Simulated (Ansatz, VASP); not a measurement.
# InP in VASP and in Ansatz

The input INCAR:

```
SYSTEM = InP
PREC = Accurate ; ENCUT = 520
EDIFF = 1E-6 ; ISMEAR = 0
SIGMA = 0.02 ; LREAL = .FALSE.
LASPH = .TRUE. ; NELM = 100
ALGO = Fast ; ISIF = 2
LWAVE = .FALSE. ; LCHARG = .TRUE.
GGA = PS ; LELF = .TRUE.
LVHAR = .TRUE. ; NBANDS = 16
```

The input KPOINTS:

```
Automatic mesh
0
G
  6 6 6
  0 0 0
```

POSCAR

```
InP
1.0
    0.0000000000      2.9390910341      2.9390910341
    2.9390910341      0.0000000000      2.9390910341
    2.9390910341      2.9390910341      0.0000000000
In P
1 1
Direct
    0.0000000000      0.0000000000      0.0000000000
    0.2500000000      0.2500000000      0.2500000000
```

Input for Ansatz:

```yaml
crystal:
  lattice:
    - [0.0, 2.9390910341, 2.9390910341]
    - [2.9390910341, 0.0, 2.9390910341]
    - [2.9390910341, 2.9390910341, 0.0]
  atoms:
    - { symbol: In, position: [0.0, 0.0, 0.0] }
    - { symbol: P, position: [0.25, 0.25, 0.25] }
basis:
  ecutwfc: 420
kpoints:
  mp_grid: { grid: [6, 6, 6] }
  band_path:
    path:
      - [0.0, 0.0, 0.0]
      - [-0.5, -0.5, 0.0]
      - [-0.375, -0.375, 0.25]
      - [-0.375, 0.0, 0.375]
      - [0.0, 0.0, 0.5]
      - [-0.5, -0.25, 0.25]
    npoints: 1
hamiltonian:
  xc: pbesol
scf:
  occupations: { method: gaussian, width: 0.02 }
  n_extra_bands: 4
output:
  forces: true
  stress: true
  eigenvalues: true
```

Alike in both runs: task single point; functional PBEsol; k mesh 6 × 6 × 6; occupations gaussian, width 0.02 eV; no spin polarisation.

|  | VASP | Ansatz |
| --- | --- | --- |
| version | VASP 6.6.1 | Ansatz 0.2.0 |
| potentials or method | VASP PAW PBE potentials, release 64 (In_d, P) | scalar-relativistic, plane waves, PAW |
| plane-wave cutoff (eV) | 520 | 420 |
| valence electrons in the cell | 18 | 18 |

|  | VASP | Ansatz | Ansatz less VASP |
| --- | --- | --- | --- |
| gap on the k mesh at the Fermi level (eV) | 0.57 | 0.57 | +0.002 |
| least direct gap on the mesh (eV) | 0.57 | 0.57 | +0.002 |
| pressure (GPa) | 0.0 | 0.0 | +0.04 |

Caveats: the PAW data sets were made with another functional, which shifts forces and pressure a little (VASP); spin-orbit coupling is left out, which moves the levels of the heavy elements. As with any semilocal functional, this PBEsol gap is likely too small.
